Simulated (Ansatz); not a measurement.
# CdO: Core-electron binding energies

Cell: a structure deposited in the COD, its atoms then relaxed with PBE in this cell, repeated to a supercell; a hole's nearest image is 6.6 Å away.

```cif
data_CdO
_symmetry_space_group_name_H-M 'Fm-3m'
_symmetry_Int_Tables_number 225
_cell_length_a 4.6990
_cell_length_b 4.6990
_cell_length_c 4.6990
_cell_angle_alpha 90.000
_cell_angle_beta 90.000
_cell_angle_gamma 90.000
loop_
_atom_site_label
_atom_site_type_symbol
_atom_site_symmetry_multiplicity
_atom_site_Wyckoff_symbol
_atom_site_fract_x
_atom_site_fract_y
_atom_site_fract_z
Cd1 Cd 4 a 0.0000 0.0000 0.0000
O9 O 4 b 0.5000 0.5000 0.5000
```

One atom of each set is listed; the run and its k-mesh use a cell of 16 atoms with edges of 6.65, 6.65, 6.65 Å.

Level of theory: DFT, PBE, plane waves and PAW, scalar-relativistic, 420 eV cutoff, Γ-centred 5×5×5 k-points, Fermi–Dirac smearing 0.05 eV (Ansatz 0.2.0).

Each value is a total-energy difference between the cell with one core hole and the ground state (ΔSCF), counted from the Fermi energy. The valence electrons get no spin in the cell with the hole, so they can't polarise against the unpaired core electron; that puts absolute values high, by some tenths of an eV and in some cases by about 1 eV.

Question: Give the Cd 3d, O 1s lines of each distinct site.

Answer: 

```json
{"line": "Cd 3d", "atom": "1", "first shell": "6 O at 2.35 Å", "E_B (eV)": "403.8", "j = l + ½ / j = l − ½ (eV)": "401.1 / 407.9"}
{"line": "O 1s", "atom": "9", "first shell": "6 Cd at 2.35 Å", "E_B (eV)": "528.4", "j = l + ½ / j = l − ½ (eV)": "–"}
```

For p, d and f shells E_B is the weighted mean of the two lines, whose splitting comes from the free atom's Dirac orbitals.

Absolute PBE values can be off by an eV or more, and the 3d and 4f lines of heavy atoms by several eV. Multiplets, satellites and widths aren't calculated.

The cell isn't at the calculated equilibrium (pressure 6 GPa in the ground-state run).
